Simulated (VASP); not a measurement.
# Ta (Im-3m) in VASP: further runs

Runs on Ta. Level: PBEsol. Tasks: relaxation of cell and atoms.

All numbers are computed with VASP 6.6.1; they aren't measurements. Logs are shortened: lines on timing, memory, paths and dates and some standing lists are left out, and cuts for length are marked.

### 1 The crystal as given

The structure is cubic, space group Im-3m (No. 229). The conventional cell has a = 3.303 Å, b = 3.303 Å, c = 3.303 Å, α = 90.00°, β = 90.00°, γ = 90.00°. Around Ta (site symmetry m-3m) lie 8 Ta at 2.86 Å.

### 2 Relaxation of cell and atoms, PBEsol

INCAR

```
PREC = Accurate
ENCUT = 600
EDIFF = 1E-6
ISMEAR = 1
SIGMA = 0.1
LREAL = F
LASPH = T
NELM = 80
ALGO = Normal
ISIF = 3
LWAVE = F
LCHARG = F
GGA = PS
IBRION = 2
NSW = 90
EDIFFG = -0.01
```

KPOINTS

```
Automatic mesh
0
Gamma
  16 16 16
```

POSCAR

```
Ta
1.0
   -1.6512800000      1.6512800000      1.6512800000
    1.6512800000     -1.6512800000      1.6512800000
    1.6512800000      1.6512800000     -1.6512800000
Ta
1
Direct
    0.0000000000      0.0000000000      0.0000000000
```

Potentials or basis: VASP PAW PBE potentials, release 64 (Ta_pv).

The run is started by

```sh
$ cat potpaw_PBE.64/Ta_pv/POTCAR > POTCAR
$ mpirun -np 1 vasp_std > vasp.out
```

OUTCAR:

```text
PREC = Accurate
   ENCUT = 600
   EDIFF = 1E-6
   ISMEAR = 1
   LREAL = F
   LASPH = T
   NELM = 80
   ISIF = 3
   GGA = PS
   IBRION = 2
   NSW = 90
   EDIFFG = -0.01

 ion  position               nearest neighbor table
   1  0.000  0.000  0.000-

  LATTYP: Found a body centered cubic cell.
 ALAT       =     3.3025600000

  Lattice vectors:

 A1 = (  -1.6512800000,   1.6512800000,   1.6512800000)
 A2 = (   1.6512800000,  -1.6512800000,   1.6512800000)
 A3 = (   1.6512800000,   1.6512800000,  -1.6512800000)

Analysis of symmetry for initial positions (statically):
=====================================================================
 Subroutine PRICEL returns:
 Original cell was already a primitive cell.

 Routine SETGRP: Setting up the symmetry group for a
 body centered cubic supercell.

 Subroutine GETGRP returns: Found 48 space group operations
 (whereof 48 operations were pure point group operations)
 out of a pool of 48 trial point group operations.

The static configuration has the point symmetry O_h .

Analysis of symmetry for dynamics (positions and initial velocities):
=====================================================================
 Subroutine PRICEL returns:
 Original cell was already a primitive cell.

 Routine SETGRP: Setting up the symmetry group for a
 body centered cubic supercell.

 Subroutine GETGRP returns: Found 48 space group operations
 (whereof 48 operations were pure point group operations)
 out of a pool of 48 trial point group operations.

The dynamic configuration has the point symmetry O_h .

 Subroutine INISYM returns: Found 48 space group operations
 (whereof 48 operations are pure point group operations),
 and found     1 'primitive' translations

----------------------------------------------------------------------------------------

                                     Primitive cell

  volume of cell :      18.0104

  direct lattice vectors                    reciprocal lattice vectors
    -1.651280000  1.651280000  1.651280000     0.000000000  0.302795407  0.302795407
     1.651280000 -1.651280000  1.651280000     0.302795407  0.000000000  0.302795407
     1.651280000  1.651280000 -1.651280000     0.302795407  0.302795407  0.000000000

  length of vectors
[... 94 lines left out ...]
   EFERMI =   0.00;   METHOD = LEGACY
   ISMEAR =     1;   SIGMA  =   0.10  broadening in eV -4-tet -1-fermi 0-gaus
   EFERMI_NEDOS =   21; number of points for ismear=-14 and -15
   IALGO  =     38    algorithm
   IMIX   =      4    mixing-type and parameters
     AMIX     =   0.40;   BMIX     =  1.00
     AMIX_MAG =   1.60;   BMIX_MAG =  1.00
  volume/ion in A,a.u.               =      18.01       121.54
  Fermi-wavevector in a.u.,A,eV,Ry     =   1.388988  2.624806 26.249534  1.929286
  Thomas-Fermi vector in A             =   2.513061
   LORBIT       =      0    0 simple, 1 ext, 2 COOP (PROOUT), +10 PAW based schemes
   GGA     = PS    functional components
   LHFCALC =     F    Hartree Fock is set to
   AEXX    =    0.0000 exact exchange contribution
   IVDW    =     0    specifies the selected vdW correction
   LEPSILON=     F    determine dielectric tensor
   LRPA    =     F    only Hartree local field effects (RPA)
 conjugate gradient relaxation of ions
 non-spin polarized calculation
 Methfessel and Paxton  Order N= 1 SIGMA  =   0.10
  energy-cutoff  :      600.00
  volume of cell :       18.01
 maximum number of plane-waves:       616
   NGX = 11   NGY = 11   NGZ = 11

--------------------------------------- Ionic step        1  -------------------------------------------

 number of electron      11.0000002 magnetization

 Free energy of the ion-electron system (eV)
  ---------------------------------------------------
  ext. energy  EPLUGINS =         0.00000000
  ---------------------------------------------------
  free energy    TOTEN  =       -12.54338423 eV

  energy without entropy =      -12.54287870  energy(sigma->0) =      -12.54321572

------------------------ aborting loop because EDIFF is reached ----------------------------------------

  FORCE on cell =-STRESS in cart. coord.  units (eV):
  Direction    XX          YY          ZZ          XY          YZ          ZX
  --------------------------------------------------------------------------------------
  -------------------------------------------------------------------------------------
  Total       -0.3931613     -0.3931613     -0.3931613     -0.0000000     -0.0000000      0.0000000
  in kB      -34.9751177    -34.9751177    -34.9751177     -0.0000000     -0.0000000      0.0000000
  external PRESSURE =     -34.9751177 kB  Pullay stress =       0.0000000 kB
[... 57 lines left out ...]
--------------------------------------- Ionic step        3  -------------------------------------------

 number of electron      11.0000002 magnetization

 Free energy of the ion-electron system (eV)
  ---------------------------------------------------
  ext. energy  EPLUGINS =         0.00000000
  ---------------------------------------------------
  free energy    TOTEN  =       -12.54687469 eV

  energy without entropy =      -12.54609366  energy(sigma->0) =      -12.54661435

 E-fermi :   5.4355     XC(G=0): -12.8191

 val. band max:        5.4301775683   @ k =   0.3125   0.1250   0.0625
 cond. band min:       5.4431556485   @ k =  -0.3125   0.4375   0.1250
 fundamental gap:      0.0129780802
 Fermi energy:         5.4354723477

 k-point     1 :       0.0000    0.0000    0.0000
  band No.  band energies     occupation
      1     -27.4971      2.00000
      2     -27.4971      2.00000
      3     -27.4971      2.00000
      4      -2.5333      2.00000
      5       6.1795     -0.00000
      6       6.1795     -0.00000
      7       6.1795     -0.00000
      8       9.5135      0.00000
      9       9.5135      0.00000
[... 265 lines left out ...]
 k-point    24 :       0.2500    0.1875    0.0000
  band No.  band energies     occupation
      1     -28.4820      2.00000
      2     -27.9048      2.00000
      3     -27.6055      2.00000
      4       1.7299      2.00000
      5       4.1622      2.00000
      6       4.8484      2.00000
      7       8.8513      0.00000
      8      10.3921      0.00000
      9      12.3511      0.00000

 [... further k-points ...]

------------------------ aborting loop because EDIFF is reached ----------------------------------------

  FORCE on cell =-STRESS in cart. coord.  units (eV):
  Direction    XX          YY          ZZ          XY          YZ          ZX
  --------------------------------------------------------------------------------------
  -------------------------------------------------------------------------------------
  Total       -0.0041701     -0.0041701     -0.0041701     -0.0000000      0.0000000      0.0000000
  in kB       -0.3775099     -0.3775099     -0.3775099     -0.0000000      0.0000000      0.0000000
  external PRESSURE =      -0.3775099 kB  Pullay stress =       0.0000000 kB
[... 16 lines left out ...]
  FREE ENERGIE OF THE ION-ELECTRON SYSTEM (eV)
  ---------------------------------------------------
  free  energy   TOTEN  =       -12.5468746878 eV

  energy  without entropy=      -12.5460936622  energy(sigma->0) =      -12.54661435

 reached required accuracy - stopping structural energy minimisation
```

CONTCAR:

```text
Ta
   1.00000000000000
    -1.6416853681816095    1.6416853681816095    1.6416853681816095
     1.6416853681816095   -1.6416853681816095    1.6416853681816095
     1.6416853681816095    1.6416853681816095   -1.6416853681816095
  Ta
     1
Direct
     0.0000000000000000    0.0000000000000000    0.0000000000000000

  0.00000000E+00  0.00000000E+00  0.00000000E+00
```

Wall time 15 s (1 thread of Intel Xeon 6975P-C (Granite Rapids), shared host); peak memory 0.16 GiB.

Results:

```
Free energy                            : -12.5469 eV
Relaxed volume                         : 17.70 Å³/atom
Relaxed cell                           : a = 2.843 Å, b = 2.843 Å, c = 2.843 Å, α = 109.47°, β = 109.47°, γ = 109.47°
Space group after relaxing (to 0.05 Å) : Im-3m (No. 229)
Energy gained by relaxing              : 3.5 meV/atom
Ionic steps                            : 3
Pressure after relaxing                : 0.0 GPa
Band gap on the k mesh                 : none (metal or under the smearing width)
```

The path:
```tsv
step	energy change (eV)	largest force (eV/Å)	pressure (GPa)	volume (Å³)
1	0.0000	0.0000	-3.50	18.01
2	0.0146	0.0000	8.67	17.00
3	-0.0035	0.0000	-0.04	17.70
```

Final structure:
```
Ta
1.0
    -1.64169    1.64169    1.64169
     1.64169   -1.64169    1.64169
     1.64169    1.64169   -1.64169
Ta
1
Direct
  0.00000 0.00000 0.00000
```

Caveat: the PAW data sets were made with another functional, which shifts forces and pressure a little. Spin-orbit coupling is left out, which matters for the levels of Ta.

(Part 1 of 2 ends here.)
